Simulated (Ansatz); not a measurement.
# CdS: response to strain

CdS is deformed so: equal xy, yz and zx engineering shear strains of +2 %. What stress and forces result, by LAPW, PAW and all-electron datasets made for the crystal?

Computed with Ansatz 0.2.0 (DFT LDA, scalar-relativistic, unless a step's input says otherwise).

## (1) The structure to begin with

Symmetry: P6_3mc, No. 186, hexagonal system. The conventional cell has a = 4.135 Å, b = 4.135 Å, c = 6.749 Å, α = 90.00°, β = 90.00°, γ = 120.00°. Cd (site symmetry 3m) is surrounded by 4 S at 2.51 to 2.60 Å. Around S (site symmetry 3m) lie 4 Cd at 2.51 to 2.60 Å.

As a file:

```
Cd S
1.0
     4.13480    0.00000    0.00000
    -2.06740    3.58084    0.00000
     0.00000    0.00000    6.74900
Cd S
2 2
Direct
  0.33333 0.66667 0.00000
  0.66667 0.33333 0.50000
  0.33333 0.66667 0.38500
  0.66667 0.33333 0.88500
```

Atoms are numbered in the order of the input: Cd1, Cd2, S3, S4.

## (2) After the deformation

Space group P6_3mc before, P1 after.

## (3) Full-potential LAPW

Input file input.yaml:

```yaml
crystal:
  lattice:
    - [4.1347992034, 0.041347992, 0.041347992]
    - [-2.0315911902, 3.5601671537, 0.0151344155]
    - [0.06749, 0.06749, 6.749]
  atoms:
    - { symbol: Cd, position: [0.3333333333, 0.6666666667, 0.0] }
    - { symbol: Cd, position: [0.6666666667, 0.3333333333, 0.5] }
    - { symbol: S, position: [0.3333333333, 0.6666666667, 0.385] }
    - { symbol: S, position: [0.6666666667, 0.3333333333, 0.885] }
kpoints:
  mp_grid: { grid: [8, 8, 4] }
  band_path:
    path:
      - [0.0, 0.0, 0.0]
      - [0.0, -0.5, 0.0]
      - [0.0, 0.0, 0.5]
      - [0.0, 0.0, 0.0]
      - [-0.5, 0.0, 0.0]
      - [-0.5, 0.5, -0.5]
      - [0.0, 0.0, 0.0]
      - [-0.5, 0.0, -0.5]
      - [-0.5, 0.5, 0.0]
    npoints: 5
scf:
  occupations: { method: fermi_dirac, width: 0.02 }
hamiltonian:
  xc: lda
  pseudopotentials: { kind: all_electron, lapw: { basis_error: 0.001 } }
output:
  forces: true
  stress: true
  eigenvalues: true
```

Started as:

```console
$ ansatz run input.yaml --threads 1 --pin off --max-ram 4096MiB --backend cpu --events-out ev --progress --plain --runs-dir out
```

## (4) PAW with frozen cores

Input file input.yaml:

```yaml
crystal:
  lattice:
    - [4.1347992034, 0.041347992, 0.041347992]
    - [-2.0315911902, 3.5601671537, 0.0151344155]
    - [0.06749, 0.06749, 6.749]
  atoms:
    - { symbol: Cd, position: [0.3333333333, 0.6666666667, 0.0] }
    - { symbol: Cd, position: [0.6666666667, 0.3333333333, 0.5] }
    - { symbol: S, position: [0.3333333333, 0.6666666667, 0.385] }
    - { symbol: S, position: [0.6666666667, 0.3333333333, 0.885] }
kpoints:
  mp_grid: { grid: [8, 8, 4] }
scf:
  occupations: { method: fermi_dirac, width: 0.02 }
hamiltonian:
  xc: lda
  pseudopotentials: { kind: paw }
output:
  forces: true
  stress: true
  eigenvalues: true
  efg: { contact_densities: true }
```

## (5) All-electron PAW on datasets made for the crystal

Edit input.yaml of step 4 so:

```diff
@@ -16,3 +16,3 @@
   xc: lda
-  pseudopotentials: { kind: paw }
+  pseudopotentials: { kind: all_electron, datasets: crystal }
 output:
```

(Steps that only read results are left out.)

What does the calculation give? Wanted: pressure; largest shear or deviatoric stress.

**Answer**, as computed:

| quantity | value |
| --- | --- |
| pressure | LAPW -2.66, PAW -2.68, crystal datasets -2.66 GPa |
| largest shear or deviatoric stress (LAPW) | 1.22 GPa |

What this shows: The largest part of the stress beyond the pressure is 1.22 GPa in size, in the zz component; the atoms are carried along and not relaxed. No run of the undeformed cell stands beside it, so pressure and stress hold what the given cell had before the change, as far as its symmetry allows. PAW: stress within 0.03 GPa of LAPW, forces within 1 meV/Å. Crystal datasets: stress within 0.01 GPa of LAPW, forces within 1 meV/Å.
